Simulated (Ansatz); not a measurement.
## Nb: distorted cells

All numbers below come from DFT PBE, scalar-relativistic, plane waves, PAW (Ansatz).

Settings: cutoff 420 eV, Γ-centred mesh 16×16×16 on the computed 1-atom cell, Gaussian smearing of 0.10 eV; no spin polarisation.

Reference cell:

```xyz
1
Lattice="-1.6639 1.6640 1.6639 1.6639 -1.6639 1.6639 1.6640 1.6640 -1.6640" Properties=species:S:1:pos:R:3 pbc="T T T"
Nb    0.0000    0.0000    0.0000
```

Each variant moves atoms of this cell by the vectors given, if any (Å), and then applies a symmetric strain (tensor components, Cartesian axes). The reference cell isn't relaxed at this level. Energies are per atom at zero smearing, counted from the lowest variant. Pressure is positive in compression.

1. strain (xx yy zz yz xz xy, %) -3.57 -6.09 -0.33 -2.08 -0.59 -2.59
2. strain (xx yy zz yz xz xy, %) -3.44 -1.62 -2.80 0.22 0.21 0.25
3. strain (xx yy zz yz xz xy, %) 3.17 3.17 1.67 0.10 0.10 0.40

| result | ΔE (meV/atom) | P (GPa) |
| --- | --- | --- |
| A | 0.0 | 12.11 |
| B | 54.4 | 17.69 |
| C | 45.6 | -13.65 |

Task: Which variant gave which result?

Result: A is 2, B is 1, C is 3. The pressure falls as the cell grows: from the smallest volume to the largest the variants are 1, 2, 3.